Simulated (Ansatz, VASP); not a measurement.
## One calculation of SiC, two programs

Contents of INCAR:

```
SYSTEM = SiC
  PREC = Accurate
  ENCUT = 600
  EDIFF = 1E-6
  ISMEAR = 0
  SIGMA = 0.1
  LREAL = .FALSE.
  LASPH = .TRUE.
  NELM = 100
  ALGO = Normal
  ISIF = 3
  LWAVE = .FALSE.
  LCHARG = .FALSE.
  GGA = PE
  IBRION = 2
  NSW = 90
  EDIFFG = -0.04
```

The input KPOINTS:

```
Automatic mesh
0
G
  6 6 4
  0 0 0
```

The input POSCAR:

```
SiC
1.0
    2.7318300300      0.0000000000      0.0000000000
   -1.3659150100      2.3658342000      0.0000000000
    0.0000000000      0.0000000000      4.3338860400
Si C
1 1
Direct
    0.6666666700      0.3333333300      0.5000000000
    0.3333333300      0.6666666700      0.0000000000
```

Input for Ansatz:

```yaml
crystal:
  lattice:
    - [2.73183003, 0.0, 0.0]
    - [-1.36591501, 2.3658342, 0.0]
    - [0.0, 0.0, 4.33388604]
  atoms:
    - { symbol: Si, position: [0.66666667, 0.33333333, 0.5] }
    - { symbol: C, position: [0.33333333, 0.66666667, 0.0] }
basis:
  ecutwfc: 420
kpoints:
  mp_grid: { grid: [6, 6, 4] }
hamiltonian:
  xc: pbe
scf:
  occupations: { method: gaussian, width: 0.1 }
  lower_state_search: "off"
output:
  forces: true
  stress: true
  eigenvalues: true
relax:
  adjacent_minimum: "off"
  f_tol: 0.04
  max_steps: 70
  cell: { stress_tol: 0.4 }
```

Alike in both runs: task relaxation of cell and atoms; functional PBE; k mesh 6 × 6 × 4; occupations gaussian, width 0.1 eV; no spin polarisation.

```csv
,VASP,Ansatz
version,VASP 6.6.1,Ansatz 0.2.0
potentials or method,"VASP PAW PBE potentials, release 64 (Si, C)","scalar-relativistic, plane waves, PAW"
plane-wave cutoff (eV),600,420
valence electrons in the cell,8,8
```

|  | VASP | Ansatz | Ansatz less VASP |
| --- | --- | --- | --- |
| gap on the k mesh at the Fermi level, each at its own relaxed structure (eV) | none | none | - |
| relaxed volume (Å³/atom) | 9.13 | 9.13 | +0.004 |
| relaxed cell length with the largest relative difference (Å) | 2.496 | 2.496 | +0.0006 |
| energy change over the relaxation (meV/atom) | -1603 | -1606 | -3.9 |

A gap of «none» marks a metal or a gap that the smearing closes.

Caveats: the k mesh is coarse (spacing up to 0.44 Å⁻¹), so the values aren't converged; the volume moved by over 15 % at a fixed basis, so the end points are rough (VASP).
